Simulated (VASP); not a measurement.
# K (Fm-3m) in VASP: a series of runs

Runs on K. Level: PBE+D3(BJ). Tasks: single point.

Program: VASP 6.6.1. These are calculated values, not measurements. Logs are shortened: lines on timing, memory, paths and dates and some standing lists are left out, and cuts for length are marked.

## Step 1: The crystal as given

It takes space group Fm-3m (No. 225, cubic). The conventional cell has a = 6.784 Å, b = 6.784 Å, c = 6.784 Å, α = 90.00°, β = 90.00°, γ = 90.00°.

This isn't the form of K at room conditions, which is bcc.

## Step 2: Single point, PBE+D3(BJ)

Contents of INCAR:

```
PREC = Accurate ; ENCUT = 520
EDIFF = 1E-6 ; ISMEAR = 0
SIGMA = 0.15 ; LREAL = F
LASPH = T ; NELM = 80
ALGO = Normal ; ISIF = 2
LWAVE = F ; LCHARG = F
GGA = PE ; IVDW = 12
NBANDS = 10
```

Contents of KPOINTS:

```
Automatic mesh
0
Gamma
  12 12 12
```

Contents of POSCAR:

```
K
1.0
    0.0000000000      3.3918728180      3.3918728180
    3.3918728180      0.0000000000      3.3918728180
    3.3918728180      3.3918728180      0.0000000000
K
1
Direct
    0.0000000000      0.0000000000      0.0000000000
```

Potentials or basis: VASP PAW PBE potentials, release 64 (K_sv).

Launch:

```
cat potpaw_PBE.64/K_sv/POTCAR > POTCAR
mpirun -np 1 vasp_std > vasp.out
```

OUTCAR:

```text
PREC = Accurate
   ENCUT = 520
   EDIFF = 1E-6
   ISMEAR = 0
   LREAL = F
   LASPH = T
   NELM = 80
   ISIF = 2
   GGA = PE
   IVDW = 12
 IVDW          = 12

 ion  position               nearest neighbor table
   1  0.000  0.000  0.000-

  LATTYP: Found a face centered cubic cell.
 ALAT       =     6.7837456360

  Lattice vectors:

 A1 = (   0.0000000000,   3.3918728180,   3.3918728180)
 A2 = (   3.3918728180,   0.0000000000,   3.3918728180)
 A3 = (   3.3918728180,   3.3918728180,   0.0000000000)

Analysis of symmetry for initial positions (statically):
=====================================================================
 Subroutine PRICEL returns:
 Original cell was already a primitive cell.

 Routine SETGRP: Setting up the symmetry group for a
 face centered cubic supercell.

 Subroutine GETGRP returns: Found 48 space group operations
 (whereof 48 operations were pure point group operations)
 out of a pool of 48 trial point group operations.

The static configuration has the point symmetry O_h .

Analysis of symmetry for dynamics (positions and initial velocities):
=====================================================================
 Subroutine PRICEL returns:
 Original cell was already a primitive cell.

 Routine SETGRP: Setting up the symmetry group for a
 face centered cubic supercell.

 Subroutine GETGRP returns: Found 48 space group operations
 (whereof 48 operations were pure point group operations)
 out of a pool of 48 trial point group operations.

The dynamic configuration has the point symmetry O_h .

 Subroutine INISYM returns: Found 48 space group operations
 (whereof 48 operations are pure point group operations),
 and found     1 'primitive' translations

----------------------------------------------------------------------------------------

                                     Primitive cell

  volume of cell :      78.0456

  direct lattice vectors                    reciprocal lattice vectors
     0.000000000  3.391872818  3.391872818    -0.147411188  0.147411188  0.147411188
     3.391872818  0.000000000  3.391872818     0.147411188 -0.147411188  0.147411188
     3.391872818  3.391872818  0.000000000     0.147411188  0.147411188 -0.147411188

  length of vectors
     4.796832541  4.796832541  4.796832541     0.255323666  0.255323666  0.255323666

  position of ions in fractional coordinates (direct lattice)
     0.000000000  0.000000000  0.000000000

  ion indices of the primitive-cell ions
   primitive index   ion index
                 1           1

----------------------------------------------------------------------------------------

 KPOINTS: Automatic mesh

Automatic generation of k-mesh.
 Grid dimensions read from file:
 generate k-points for:   12   12   12

 Generating k-lattice:

  Cartesian coordinates                     Fractional coordinates (reciprocal lattice)
    -0.012284266  0.012284266  0.012284266     0.083333333  0.000000000  0.000000000
     0.012284266 -0.012284266  0.012284266     0.000000000  0.083333333  0.000000000
     0.012284266  0.012284266 -0.012284266     0.000000000  0.000000000  0.083333333

  Length of vectors
     0.021276972  0.021276972  0.021276972

  Shift w.r.t. Gamma in fractional coordinates (k-lattice)
     0.000000000  0.000000000  0.000000000

 Subroutine IBZKPT returns following result:
 ===========================================

 Found     72 irreducible k-points:

 Following reciprocal coordinates:
            Coordinates               Weight
  0.000000  0.000000  0.000000      1.000000
  0.083333  0.000000  0.000000      8.000000
  0.166667  0.000000  0.000000      8.000000
  0.250000  0.000000  0.000000      8.000000
  0.333333  0.000000  0.000000      8.000000
  0.416667  0.000000  0.000000      8.000000
[... 16 lines left out ...]
  0.500000  0.166667  0.000000     24.000000
 -0.416667  0.166667  0.000000     24.000000
 [... further k-points ...]
   k-points           NKPTS =     72   k-points in BZ     NKDIM =     72   number of bands    NBANDS=     10
   number of dos      NEDOS =    301   number of ions     NIONS =      1
   total plane-waves  NPLWV =  46656
   dimension x,y,z NGX =    36 NGY =   36 NGZ =   36
   dimension x,y,z NGXF=    72 NGYF=   72 NGZF=   72
   ions per type =               1
   NGX,Y,Z   is equivalent  to a cutoff of  12.48, 12.48, 12.48 a.u.
   NGXF,Y,Z  is equivalent  to a cutoff of  24.95, 24.95, 24.95 a.u.
 SYSTEM =  unknown system
   PREC   = accura    normal or accurate (medium, high low for compatibility)
   ISTART =      0    job   : 0-new  1-cont  2-samecut
   ICHARG =      2    charge: 1-file 2-atom 10-const
   ISPIN  =      1    spin polarized calculation?
   LNONCOLLINEAR =      F non collinear calculations
   LSORBIT =      F    spin-orbit coupling
   LASPH  =      T    aspherical Exc in radial PAW
   ENCUT  =  520.0 eV  38.22 Ry    6.18 a.u.   8.92  8.92  8.92*2*pi/ulx,y,z
   NELM   =     80;   NELMIN=  2; NELMDL= -5     # of ELM steps
   EDIFF  = 0.1E-05   stopping-criterion for ELM
   LREAL  =      F    real-space projection
   EDIFFG = 0.1E-04   stopping-criterion for IOM
   NSW    =      0    number of steps for IOM
   IBRION =     -1    ionic relax: 0-MD 1-quasi-New 2-CG
   NFREE  =      0    steps in history (QN), initial steepest desc. (CG)
   ISIF   =      2    stress and relaxation
   ISYM   =      2    0-nonsym 1-usesym 2-fastsym
   POTIM  = 0.5000    time-step for ionic-motion
   TEBEG  =    0.0;   TEEND  =   0.0 temperature during run
   PSTRESS=    0.0 pullay stress
   NELECT =       9.0000    total number of electrons
   NUPDOWN=      -1.0000    fix difference up-down
   EMIN   =  10.00;   EMAX   =-10.00  energy-range for DOS
   EFERMI =   0.00;   METHOD = LEGACY
   ISMEAR =     0;   SIGMA  =   0.15  broadening in eV -4-tet -1-fermi 0-gaus
   EFERMI_NEDOS =   21; number of points for ismear=-14 and -15
   IALGO  =     38    algorithm
   IMIX   =      4    mixing-type and parameters
     AMIX     =   0.40;   BMIX     =  1.00
     AMIX_MAG =   1.60;   BMIX_MAG =  1.00
  volume/ion in A,a.u.               =      78.05       526.68
  Fermi-wavevector in a.u.,A,eV,Ry     =   0.796843  1.505815  8.639139  0.634959
  Thomas-Fermi vector in A             =   1.903445
   LORBIT       =      0    0 simple, 1 ext, 2 COOP (PROOUT), +10 PAW based schemes
   GGA     = PE    functional components
   LHFCALC =     F    Hartree Fock is set to
   AEXX    =    0.0000 exact exchange contribution
   IVDW    =    12    specifies the selected vdW correction
   LEPSILON=     F    determine dielectric tensor
   LRPA    =     F    only Hartree local field effects (RPA)
 non-spin polarized calculation
 Gauss-broadening in eV      SIGMA  =   0.15
  energy-cutoff  :      520.00
  volume of cell :       78.05
 maximum number of plane-waves:      2126
   NGX = 17   NGY = 17   NGZ = 17

 number of electron       9.0000002 magnetization

 Free energy of the ion-electron system (eV)
  ---------------------------------------------------
  ext. energy  EPLUGINS =         0.00000000
  ---------------------------------------------------
  free energy    TOTEN  =        -1.05035195 eV

  energy without entropy =       -1.04188059  energy(sigma->0) =       -1.04611627

 E-fermi :  -0.2502     XC(G=0):  -5.5100

 val. band max:       -0.3168118648   @ k =   0.5000   0.2500   0.0833
 cond. band min:      -0.2428428221   @ k =  -0.4167   0.0833   0.0000
 fundamental gap:      0.0739690427
 Fermi energy:        -0.2502101573

 k-point     1 :       0.0000    0.0000    0.0000
  band No.  band energies     occupation
      1     -32.4109      2.00000
      2     -15.8649      2.00000
      3     -15.8649      2.00000
      4     -15.8649      2.00000
      5      -2.3200      2.00000
      6       3.9061      0.00000
      7       3.9061      0.00000
      8       3.9061      0.00000
      9       5.1136      0.00000
     10       5.1136      0.00000

 k-point     2 :       0.0833    0.0000    0.0000
  band No.  band energies     occupation
      1     -32.4107      2.00000
      2     -15.8685      2.00000
      3     -15.8654      2.00000
      4     -15.8654      2.00000
      5      -2.2422      2.00000
      6       3.6763      0.00000
      7       3.9360      0.00000
      8       3.9360      0.00000
      9       5.0396      0.00000
     10       5.0396      0.00000

 k-point     3 :       0.1667    0.0000    0.0000
  band No.  band energies     occupation
      1     -32.4102      2.00000
      2     -15.8784      2.00000
      3     -15.8668      2.00000
      4     -15.8668      2.00000
      5      -2.0117      2.00000
      6       3.1329      0.00000
      7       3.9867      0.00000
      8       3.9867      0.00000
      9       4.9264      0.00000
     10       4.9264      0.00000

 k-point     4 :       0.2500    0.0000    0.0000
  band No.  band energies     occupation
      1     -32.4095      2.00000
      2     -15.8918      2.00000
      3     -15.8687      2.00000
      4     -15.8687      2.00000
      5      -1.6376      2.00000
      6       2.4493      0.00000
      7       3.9564      0.00000
      8       3.9564      0.00000
      9       4.9825      0.00000
     10       4.9825      0.00000
[... 222 lines left out ...]
 k-point    22 :       0.4167    0.1667    0.0000
  band No.  band energies     occupation
      1     -32.4082      2.00000
      2     -15.9072      2.00000
      3     -15.8774      2.00000
      4     -15.8754      2.00000
      5      -0.6942      1.99997
      6       1.5943      0.00000
      7       3.1104      0.00000
      8       3.8849      0.00000
      9       4.6993      0.00000
     10       5.8184      0.00000

 k-point    23 :       0.5000    0.1667    0.0000
  band No.  band energies     occupation
      1     -32.4079      2.00000
      2     -15.9129      2.00000
      3     -15.8802      2.00000
      4     -15.8755      2.00000
      5      -0.0645      0.07989
      6       0.8730      0.00000
      7       2.9767      0.00000
      8       3.8359      0.00000
      9       4.8334      0.00000
     10       5.8206      0.00000

 k-point    24 :      -0.4167    0.1667    0.0000
  band No.  band energies     occupation
      1     -32.4078      2.00000
      2     -15.9134      2.00000
      3     -15.8820      2.00000
      4     -15.8744      2.00000
      5       0.1595      0.00011
      6       0.6401      0.00000
      7       2.8941      0.00000
      8       3.8430      0.00000
      9       5.0067      0.00000
     10       5.5905      0.00000

 [... further k-points ...]

------------------------ aborting loop because EDIFF is reached ----------------------------------------

 Edisp (eV)   -0.10648

 E8    (eV) :    -0.0575

  FORCE on cell =-STRESS in cart. coord.  units (eV):
  Direction    XX          YY          ZZ          XY          YZ          ZX
  --------------------------------------------------------------------------------------
  -------------------------------------------------------------------------------------
  Total      -0.19857    -0.19857    -0.19857     0.00000    -0.00000     0.00000
  in kB      -4.07641    -4.07641    -4.07641     0.00000    -0.00000     0.00000
  external pressure =       -4.08 kB  Pullay stress =        0.00 kB

 VOLUME and BASIS-vectors are now :
 -----------------------------------------------------------------------------
  energy-cutoff  :      520.00
  volume of cell :       78.05
      direct lattice vectors                 reciprocal lattice vectors
     0.000000000  3.391872818  3.391872818    -0.147411188  0.147411188  0.147411188
     3.391872818  0.000000000  3.391872818     0.147411188 -0.147411188  0.147411188
     3.391872818  3.391872818  0.000000000     0.147411188  0.147411188 -0.147411188

 POSITION                                       TOTAL-FORCE (eV/Angst)
 -----------------------------------------------------------------------------------
      0.00000      0.00000      0.00000         0.000000      0.000000     -0.000000
 -----------------------------------------------------------------------------------
    total drift:                               -0.000000     -0.000000      0.000000

  FREE ENERGIE OF THE ION-ELECTRON SYSTEM (eV)
  ---------------------------------------------------
  free  energy   TOTEN  =        -1.1568280992 eV

  energy  without entropy=       -1.1483567324  energy(sigma->0) =       -1.15259242
```

It took 19 s on 1 thread of Intel Xeon 6975P-C (Granite Rapids), shared host; peak memory 0.22 GiB.

Results:

* Free energy: -1.1568 eV
* Pressure: -0.4 GPa
* Band gap on the k mesh: none (metal or under the smearing width)
* Dispersion energy per atom: -0.106 eV

Levels at points of the mesh, in eV from the Fermi level:
| k point | band 3 | band 4 | band 5 | band 6 | band 7 | band 8 |
| --- | --- | --- | --- | --- | --- | --- |
| (0.00, 0.00, 0.00) | -15.61 | -15.61 | -2.07 | 4.16 | 4.16 | 4.16 |
| (0.50, 0.00, 0.00) | -15.62 | -15.62 | 0.33 | 0.54 | 3.95 | 3.95 |
| (0.50, 0.50, 0.00) | -15.63 | -15.63 | 0.93 | 1.32 | 2.34 | 4.72 |

Caveat: pairwise dispersion overbinds metals, which lowers pressure and volume.

## Step 3: Single point, PBE+D3(BJ)

Contents of INCAR:

```
ALGO = Normal
EDIFF = 1E-6
ENCUT = 520
GGA = PE
ISIF = 2
ISMEAR = 0
IVDW = 12
LASPH = True
LCHARG = False
LREAL = False
LWAVE = False
NBANDS = 10
NELM = 60
PREC = Accurate
SIGMA = 0.15
```

Contents of KPOINTS:

```
k-points
0
Gamma
  14 14 14
```

POSCAR is that of step 2.

Potentials or basis: VASP PAW PBE potentials, release 64 (K_sv).

Launch:

```
cat potpaw_PBE.64/K_sv/POTCAR > POTCAR
mpirun -np 1 vasp_std > vasp.out
```

OUTCAR:

```text
EDIFF = 1E-6
   ENCUT = 520
   GGA = PE
   ISIF = 2
   ISMEAR = 0
   IVDW = 12
   LASPH = True
   LREAL = False
   NELM = 60
   PREC = Accurate
 IVDW          = 12

 ion  position               nearest neighbor table
   1  0.000  0.000  0.000-

  LATTYP: Found a face centered cubic cell.
 ALAT       =     6.7837456360

  Lattice vectors:

 A1 = (   0.0000000000,   3.3918728180,   3.3918728180)
 A2 = (   3.3918728180,   0.0000000000,   3.3918728180)
 A3 = (   3.3918728180,   3.3918728180,   0.0000000000)

Analysis of symmetry for initial positions (statically):
=====================================================================
 Subroutine PRICEL returns:
 Original cell was already a primitive cell.

 Routine SETGRP: Setting up the symmetry group for a
 face centered cubic supercell.

 Subroutine GETGRP returns: Found 48 space group operations
 (whereof 48 operations were pure point group operations)
 out of a pool of 48 trial point group operations.

The static configuration has the point symmetry O_h .

Analysis of symmetry for dynamics (positions and initial velocities):
=====================================================================
 Subroutine PRICEL returns:
 Original cell was already a primitive cell.

 Routine SETGRP: Setting up the symmetry group for a
 face centered cubic supercell.

 Subroutine GETGRP returns: Found 48 space group operations
 (whereof 48 operations were pure point group operations)
 out of a pool of 48 trial point group operations.

The dynamic configuration has the point symmetry O_h .

 Subroutine INISYM returns: Found 48 space group operations
 (whereof 48 operations are pure point group operations),
 and found     1 'primitive' translations

----------------------------------------------------------------------------------------
[... 114 lines left out ...]
  Thomas-Fermi vector in A             =   1.903445
   LORBIT       =      0    0 simple, 1 ext, 2 COOP (PROOUT), +10 PAW based schemes
   GGA     = PE    functional components
   LHFCALC =     F    Hartree Fock is set to
   AEXX    =    0.0000 exact exchange contribution
   IVDW    =    12    specifies the selected vdW correction
   LEPSILON=     F    determine dielectric tensor
   LRPA    =     F    only Hartree local field effects (RPA)
 non-spin polarized calculation
 Gauss-broadening in eV      SIGMA  =   0.15
  energy-cutoff  :      520.00
  volume of cell :       78.05
 maximum number of plane-waves:      2134
   NGX = 17   NGY = 17   NGZ = 17

 number of electron       9.0000002 magnetization

 Free energy of the ion-electron system (eV)
  ---------------------------------------------------
  ext. energy  EPLUGINS =         0.00000000
  ---------------------------------------------------
  free energy    TOTEN  =        -1.05019450 eV

  energy without entropy =       -1.04198524  energy(sigma->0) =       -1.04608987

 E-fermi :  -0.2378     XC(G=0):  -5.5099

 val. band max:       -0.2906839192   @ k =   0.5000   0.3571   0.1429
 cond. band min:      -0.2272981791   @ k =   0.5000   0.2857   0.0714
 fundamental gap:      0.0633857402
 Fermi energy:        -0.2378265527

 k-point     1 :       0.0000    0.0000    0.0000
  band No.  band energies     occupation
      1     -32.4106      2.00000
      2     -15.8646      2.00000
      3     -15.8646      2.00000
      4     -15.8646      2.00000
      5      -2.3200      2.00000
      6       3.9062      0.00000
      7       3.9062      0.00000
      8       3.9062      0.00000
      9       5.1137      0.00000
     10       5.1137      0.00000
[... 287 lines left out ...]
 k-point    24 :       0.2857    0.1429    0.0000
  band No.  band energies     occupation
      1     -32.4090      2.00000
      2     -15.8912      2.00000
      3     -15.8721      2.00000
      4     -15.8715      2.00000
      5      -1.5062      2.00000
      6       2.5692      0.00000
      7       3.5901      0.00000
      8       3.9461      0.00000
      9       4.4108      0.00000
     10       5.3770      0.00000

 [... further k-points ...]

------------------------ aborting loop because EDIFF is reached ----------------------------------------

 Edisp (eV)   -0.10648

 E8    (eV) :    -0.0575

  FORCE on cell =-STRESS in cart. coord.  units (eV):
  Direction    XX          YY          ZZ          XY          YZ          ZX
  --------------------------------------------------------------------------------------
  -------------------------------------------------------------------------------------
  Total      -0.19983    -0.19983    -0.19983     0.00000     0.00000    -0.00000
  in kB      -4.10233    -4.10233    -4.10233     0.00000     0.00000    -0.00000
  external pressure =       -4.10 kB  Pullay stress =        0.00 kB

 VOLUME and BASIS-vectors are now :
 -----------------------------------------------------------------------------
  energy-cutoff  :      520.00
  volume of cell :       78.05
      direct lattice vectors                 reciprocal lattice vectors
     0.000000000  3.391872818  3.391872818    -0.147411188  0.147411188  0.147411188
     3.391872818  0.000000000  3.391872818     0.147411188 -0.147411188  0.147411188
     3.391872818  3.391872818  0.000000000     0.147411188  0.147411188 -0.147411188

 POSITION                                       TOTAL-FORCE (eV/Angst)
 -----------------------------------------------------------------------------------
      0.00000      0.00000      0.00000         0.000000      0.000000     -0.000000
 -----------------------------------------------------------------------------------
    total drift:                               -0.000000      0.000000      0.000000

  FREE ENERGIE OF THE ION-ELECTRON SYSTEM (eV)
  ---------------------------------------------------
  free  energy   TOTEN  =        -1.1566706444 eV

  energy  without entropy=       -1.1484613803  energy(sigma->0) =       -1.15256601
```

stdout:

```text
POSCAR found type information on POSCAR K
 POSCAR found :  1 types and       1 ions
 scaLAPACK will be used
 LDA part: xc-table for (Slater+PW92), standard interpolation
 POSCAR, INCAR and KPOINTS ok, starting setup
 FFT: planning ... GRIDC
 FFT: planning ... GRID_SOFT
 FFT: planning ... GRID
 WAVECAR not read
 entering main loop
```

It took 26 s on 1 thread of Intel Xeon 6975P-C (Granite Rapids), shared host; peak memory 0.24 GiB.

What came out:

```
Free energy                : -1.1567 eV
Pressure                   : -0.4 GPa
Band gap on the k mesh     : none (metal or under the smearing width)
Dispersion energy per atom : -0.106 eV
```

Levels at points of the mesh, in eV from the Fermi level:
```
           k point  band 2  band 3  band 4  band 5  band 6  band 7  band 8  band 9
(0.00, 0.00, 0.00)  -15.63  -15.63  -15.63   -2.08    4.14    4.14    4.14    5.35
(0.50, 0.00, 0.00)  -15.68  -15.63  -15.63    0.31    0.52    3.94    3.94    5.91
(0.50, 0.50, 0.00)  -15.68  -15.65  -15.65    0.92    1.31    2.33    4.71    4.71
```

Caveat: pairwise dispersion overbinds metals, which lowers pressure and volume.
